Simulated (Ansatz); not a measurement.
TiTe:

```
CELL_PARAMETERS angstrom
0.00000 3.05007 3.05007
3.05007 0.00000 3.05007
3.05007 3.05007 0.00000
ATOMIC_POSITIONS crystal
Ti 0.50000 0.50000 0.50000
Te 0.00000 0.00000 0.00000
```

The cell comes from a database or a generator and needn't be the stable form of this composition.

Base run:

| Property | Result |
| --- | --- |
| Program | Ansatz 0.2.0 |
| Functional | r2SCAN |
| Potentials or basis | Ansatz PAW |
| Cutoff | 500 eV (not typed: the program's choice for these potentials) |
| k mesh | 8 × 8 × 8 |
| Occupations | fermi-dirac, width 0.05 eV |
| Spin | no spin polarisation |
| Hubbard terms | Ti d U = 1 eV |

Its results: band gap on the k mesh none (metal or under the smearing width); pressure -10.6 GPa.

Q: The run is repeated on the same cell with these changes: hubbard terms from Ti d U = 1 eV to Ti d U = 4 eV. What comes out?

A: Band gap on the k mesh none (metal or under the smearing width); pressure -8.1 GPa.

Caveats: spin-orbit coupling is left out, which moves the levels of the heavy elements; U without spin polarisation on a metal has little footing; the PAW data sets come from PBE, with cores solved anew for the run's functional, which leaves a small shift of forces and pressure; the U is typed as a test and isn't derived for this compound.
